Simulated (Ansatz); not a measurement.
**SiC: changing the choice of potentials or basis**

It takes space group F-43m (No. 216, cubic). The conventional cell has a = 4.358 Å, b = 4.358 Å, c = 4.358 Å, α = 90.00°, β = 90.00°, γ = 90.00°. Si (site symmetry -43m) is surrounded by 4 C at 1.89 Å. C (site symmetry -43m) has 4 Si at 1.89 Å as nearest neighbours.

Kept alike: task equation of state; functional PBEsol; k mesh 10 × 10 × 10; occupations fermi-dirac, width 0.05 eV; no spin polarisation. Program: Ansatz. Cutoffs run from 420 to 1116 eV. The mesh is that of the run's cell of 2 atoms. No spin-orbit coupling.

| choice of potentials or basis | volume (Å³/atom) | bulk modulus (GPa) |
| --- | --- | --- |
| Ansatz PAW | 10.337 | 221.6 |
| Ansatz PAW (files of its older set among them) | 10.334 | 221.4 |
| JTH PAW | 10.312 | 221.4 |
| PseudoDojo standard | 10.343 | 220.5 |
| PseudoDojo stringent | 10.343 | 220.5 |

Volume and modulus come from cells scaled at fixed shape and fractions.

What does the choice of potentials or basis change here?

The volume runs from 10.312 (JTH PAW) to 10.343 Å³/atom (PseudoDojo standard; PseudoDojo stringent). Measured: 10.36 Å³/atom at 298 K (pmc:9505936, doi:10.3390/ma15186229); nearest Ansatz PAW; Ansatz PAW (files of its older set among them); PseudoDojo standard; PseudoDojo stringent, 0.02 Å³/atom off. The runs are for a static lattice. The bulk modulus runs from 220.5 (PseudoDojo standard; PseudoDojo stringent) to 221.6 GPa (Ansatz PAW). Measured: 228 GPa at 300 K (arxiv:1808.08201); nearest Ansatz PAW; Ansatz PAW (files of its older set among them); JTH PAW, 6.4 GPa off. The runs are for a static lattice.
